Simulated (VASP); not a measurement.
Runs of VASP 6.6.1 on FeSi23 (a cell with a defect). The cell holds a defect, 24 atoms: a = 11.534 Å, b = 7.689 Å, c = 7.689 Å, α = 60.00°, β = 60.00°, γ = 60.00°. 

```csv
task,level,spin,U,fixed moment (μB),cell,pressure (GPa),moment (μB),largest force (eV/Å)
single point,PBEsol+U,"collinear, zero start",Fe d U = 6 eV,0,as given,-1.3,0.00,0.13
single point,PBEsol,"collinear, zero start",-,0,as given,-1.5,0.00,(a)
single point,PBEsol+U,"collinear, ferromagnetic start",Fe d U = 4 eV,4,as given,(b),4.00,1.23
single point,PBEsol+U,"collinear, zero start",Fe d U = 4 eV,0,as given,-1.3,0.00,0.08
relaxation of the atoms,PBEsol+U,"collinear, zero start",Fe d U = 4 eV,0,"atoms relaxed from: atoms moved at random, drawn with an rms of 0.05 Å",-1.3,0.00,0.02
single point,PBEsol+U,"collinear, ferromagnetic start",Fe d U = 4 eV,-,as given,-1.3,0.00,0.08
```

Alike in all rows: potentials or basis VASP PAW PBE potentials, release 64 (Fe, Si); k mesh 2 × 3 × 3; cutoff (eV) 350; smearing gaussian 0.03 eV.

Task: Fill in the values left out.

Result: (a) 0.19; (b) -0.1.

Caveats: the PAW data sets were made with another functional, which shifts forces and pressure a little; the total moment is fixed, so each spin has its own Fermi level (some runs); the U is typed as a test and isn't derived for this compound (some runs).
